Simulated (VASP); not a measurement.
# BeTe: molecular dynamics with the cell free or held by constraints

BeTe, F-43m (no. 216), 8 atoms in the cell. PBE, constrained or biased molecular dynamics; PAW potentials Te, Be (PBE set).

| Held coordinates | Spread of the volume (Å³) | Time (s) |
|---|---|---|
| none | 1.85 | 66 |
| volume held, shape free | 0.00 | 62 |
| angles held, lengths free | 2.27 | 67 |
| lengths in step, angles held | 1.74 | 62 |

Limits: each run has its own random start, so only a spread that vanishes tells of a constraint; the run is only 0.12 ps long, so its averages are rough.

## Input of the first row

INCAR:
```
  PREC = Normal
  EDIFF = 1E-5
  LREAL = False
  ALGO = Normal
  NELMIN = 4
  ISYM = 0
  LWAVE = False
  LCHARG = False
  IBRION = 0
  ISIF = 3
  TEBEG = 500
  POTIM = 2.0
  RANDOM_SEED = 243139 0 0
  ENCUT = 340
  ISMEAR = 0
  SIGMA = 0.05
  MDALGO = 3
  LANGEVIN_GAMMA = 10 10
  LANGEVIN_GAMMA_L = 10
  PMASS = 1000
  NSW = 60
```

KPOINTS:
```
k-points
0
Gamma
  3 3 3
```

POSCAR:
```
BeTe
1.0
    5.5400000000      0.0000000000      0.0000000000
    0.0000000000      5.5400000000      0.0000000000
    0.0000000000      0.0000000000      5.5400000000
Te Be
4 4
Direct
    0.2500000000      0.2500000000      0.2500000000
    0.2500000000      0.7500000000      0.7500000000
    0.7500000000      0.2500000000      0.7500000000
    0.7500000000      0.7500000000      0.2500000000
    0.0000000000      0.0000000000      0.0000000000
    0.0000000000      0.5000000000      0.5000000000
    0.5000000000      0.0000000000      0.5000000000
    0.5000000000      0.5000000000      0.0000000000
```

Commands:
```
cat potpaw_PBE.64/Te/POTCAR potpaw_PBE.64/Be/POTCAR > POTCAR
mpirun -np 4 vasp_std > vasp.out
```

ICONST of row 4:
```
LA 1 2 0
LA 1 3 0
LA 2 3 0
LR 1 0
LR 2 0
LR 3 0
S 1.0 0.0 0.0 0.0 0.0 0.0 0
S 0.0 1.0 0.0 0.0 0.0 0.0 0
S 0.0 0.0 1.0 0.0 0.0 0.0 0
S 0 0 0 1 -1 0 0
S 0 0 0 1 0 -1 0
```

VASP 6.6.1 took 66 s on 4 cores (Intel Xeon 6975P-C (Granite Rapids)), a shared host.
